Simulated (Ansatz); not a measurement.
# Strain response of BN

The calculation used DFT PBE+D3(BJ), scalar-relativistic, plane waves, PAW (Ansatz 0.2.0). Run with 420 eV cutoff, 12×12×4 k-mesh, Gaussian smearing of 0.02 eV, no spin polarisation.

Starting point, cell and atoms relaxed:

```
B N
1.0
     2.50611    0.00000    0.00000
    -1.25306    2.17036    0.00000
     0.00000    0.00000    9.88465
B N
3 3
Cartesian
  0.0000 0.0000 0.0030
  1.2531 0.7235 3.2979
  0.0000 1.4469 6.5928
  1.2531 0.7235 0.0059
  0.0000 1.4469 3.3008
  0.0000 0.0000 6.5957
```

Deformation: c alone is stretched, the rest of the cell is held and the atoms relax, all within the symmetry that the strain leaves. Energies are extrapolated to zero smearing. Gaps are Kohn–Sham gaps over the whole zone.

```tsv
strain (%)	ΔE (meV/atom)	a (Å)	b (Å)	c (Å)	gap (eV)
-6.0	3.8	2.506	2.506	9.292	3.99
-4.0	1.5	2.506	2.506	9.489	4.05
-2.0	0.3	2.506	2.506	9.687	4.11
+0.0	0.0	2.506	2.506	9.885	4.16
+2.0	0.3	2.506	2.506	10.082	4.21
+4.0	1.1	2.506	2.506	10.280	4.26
+6.0	2.3	2.506	2.506	10.478	4.30
```

Task: What stiffness (1/V) d²E/dε² at zero strain does a cubic fit over all points give?

Result: A cubic fit gives (1/V) d²E/dε² = 30 GPa at zero strain (the elastic constant along c at held a and b).

Task: How fast does the gap move with strain on either side?

Result: 27 meV per percent on the compressed side and 25 meV per percent on the stretched side.

This form isn't the usual stable structure of the compound.